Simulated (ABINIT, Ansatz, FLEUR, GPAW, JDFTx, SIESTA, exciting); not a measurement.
# Nb: programs and potentials compared

```xyz
1
Lattice="-1.6548 1.6619 1.6631 1.6119 -1.6698 1.6281 1.7028 1.7178 -1.6710" Properties=species:S:1:pos:R:3 pbc="T T T"
Nb    0.0014    0.0170   -0.0261
```

The given cell was strained at random by a few per cent at fixed volume.

Alike in all runs: task single point; functional PBEsol; k mesh 11 × 11 × 11; occupations fermi-dirac, width 0.05 eV; no spin polarisation; no spin-orbit coupling. Pressure is positive in compression and, in plane waves, holds the error of the finite cutoff, which Ansatz's Pulay term estimates and takes out.

| program and potentials | plane-wave cutoff (eV) | notes | pressure (GPa) | energy over the undisturbed cell (meV/atom) |
| --- | --- | --- | --- | --- |
| Ansatz, Ansatz PAW | 420 | potentials made for PBE, which Ansatz adapts in part | ? | ? |
| FLEUR, all-electron, FLAPW | - | - | - | 3.35 |
| exciting, all-electron LAPW+lo, shipped species files, valence relativity iora* | - | - | - | 3.42 |
| SIESTA, files PseudoDojo sr-pbesol-0.4.1-standard, DZP (energy shift 0.003 Ry; two zetas on semicore shells) | - | atomic basis | -6.42 | 3.29 |
| Ansatz, all-electron LAPW, scalar-relativistic | - | - | -7.90 | - |
| JDFTx, PseudoDojo-SR-PBEsol-0.4.1-standard with smoothed tails | 1116 | - | -7.79 | 3.34 |
| ABINIT, PseudoDojo NC SR PBEsol v0.4.1 standard | 1116 | - | -7.79 | 3.34 |
| GPAW, PAW data sets generated for this functional | 600 | - | -8.54 | 3.49 |

Estimate from the other rows what the run with Ansatz, Ansatz PAW gave.

Pressure -7.89 GPa; energy over the undisturbed cell 3.26 meV/atom. Its pressure holds a Pulay term of +0.02 GPa. The other rows, which needn't bracket it: pressure -8.54 to -6.42; energy over the undisturbed cell 3.29 to 3.49.
